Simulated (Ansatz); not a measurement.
The system is TiO2.

```xyz
3
Lattice="1.4973 0.8645 6.9815 -1.4973 0.8645 6.9815 0.0000 -1.7290 6.9815" Properties=species:S:1:pos:R:3 pbc="T T T"
Ti    0.0000    0.0000    0.0000
O     0.0000    0.0000    7.9492
O     0.0000    0.0000   12.9955
```

Measurements of this composition are mostly on another form, of space group No. 141.

Program: Ansatz 0.2.0. Alike in all runs: task band structure; potentials or basis all-electron LAPW, scalar-relativistic; no spin polarisation; cell as given; k mesh 10 × 10 × 10; smearing fermi-dirac 0.05 eV; basis error allowed 0.002 eV/atom.

Q: Order these runs on this cell by their pressure, lowest first.
A. level PBE; cutoff (eV) 364
B. level PBEsol; cutoff (eV) 365
C. level LDA; cutoff (eV) 364

A: C (-7.5 GPa), B (-4.3 GPa), A (-0.7 GPa).
